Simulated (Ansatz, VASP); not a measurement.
## Hg in VASP and in Ansatz

File INCAR:

```
SYSTEM = Hg
PREC     = Accurate       ! precision mode
ENCUT    = 520            ! plane-wave cutoff, eV
EDIFF    = 1E-6           ! SCF threshold, eV
ISMEAR   = 0              ! smearing method
SIGMA    = 0.1            ! smearing width, eV
LREAL    = .False.        ! projectors in reciprocal space
LASPH    = .True.         ! aspherical terms in the spheres
NELM     = 100            ! most SCF steps
ALGO     = Normal         ! electronic algorithm
ISIF     = 2              ! what is computed and relaxed
LWAVE    = .False.        ! write WAVECAR
LCHARG   = .False.        ! write CHGCAR
GGA      = PE             ! functional
IVDW     = 12             ! dispersion correction
NBANDS   = 19             ! bands
```

The input KPOINTS:

```
Automatic mesh
0
Gamma
  15 15 8
  0 0 0
```

POSCAR

```
Hg
1.0
    3.3522124042      0.0000000000      0.0000000000
   -1.6761062021      2.9031011009      0.0000000000
    0.0000000000      0.0000000000      5.2861746114
Hg
2
Direct
    0.6666666667      0.3333333333      0.7500000000
    0.3333333333      0.6666666667      0.2500000000
```

Input for Ansatz:

```yaml
crystal:
  lattice:
    - [3.3522124042, 0.0, 0.0]
    - [-1.6761062021, 2.9031011009, 0.0]
    - [0.0, 0.0, 5.2861746114]
  atoms:
    - { symbol: Hg, position: [0.6666666667, 0.3333333333, 0.75] }
    - { symbol: Hg, position: [0.3333333333, 0.6666666667, 0.25] }
basis:
  ecutwfc: 420
kpoints:
  mp_grid: { grid: [15, 15, 8] }
  band_path:
    path:
      - [[0.0, 0.0, 0.0], [0.5, 0.0, 0.0], [0.33333333, 0.33333333, 0.0], [0.0, 0.0, 0.0], [0.0, 0.0, 0.5], [0.5, 0.0, 0.5], [0.33333333, 0.33333333, 0.5], [0.0, 0.0, 0.5]]
      - [[0.5, 0.0, 0.5], [0.5, 0.0, 0.0]]
      - [[0.33333333, 0.33333333, 0.5], [0.33333333, 0.33333333, 0.0]]
    npoints: 14
hamiltonian:
  xc: pbe
  dispersion: d3bj
scf:
  occupations: { method: gaussian, width: 0.1 }
  n_extra_bands: 6
output:
  forces: true
  stress: true
  eigenvalues: true
  populations: true
  dos: { projected: true, de: 0.02, nscf_kmesh: { grid: [23, 23, 12] } }
  bader: true
  write_density: true
  write_potential: true
  elf: true
  volumetric_format: npy
```

Alike in both runs: task single point; functional PBE; dispersion D3(BJ); k mesh 15 × 15 × 8; occupations gaussian, width 0.1 eV; no spin polarisation.

|  | VASP | Ansatz |
| --- | --- | --- |
| version | VASP 6.6.1 | Ansatz 0.2.0 |
| potentials or method | VASP PAW PBE potentials, release 64 (Hg) | scalar-relativistic, plane waves, PAW |
| plane-wave cutoff (eV) | 520 | 420 |
| valence electrons in the cell | 24 | 40 |

Ansatz gave:

- gap on the k mesh at the Fermi level (eV): none
- pressure (GPa): 0.0
- dispersion energy (meV/atom): -407.1

Question: Which values does VASP return?

Answer: gap on the k mesh at the Fermi level (eV): none; pressure (GPa): 0.2; dispersion energy (meV/atom): -407.0.

A gap of «none» marks a metal or a gap that the smearing closes. The two sets of potentials don't hold the same shells in valence.

Caveats: pairwise dispersion overbinds metals, which lowers pressure and volume. Spin-orbit coupling is left out, which matters for the levels of Hg.
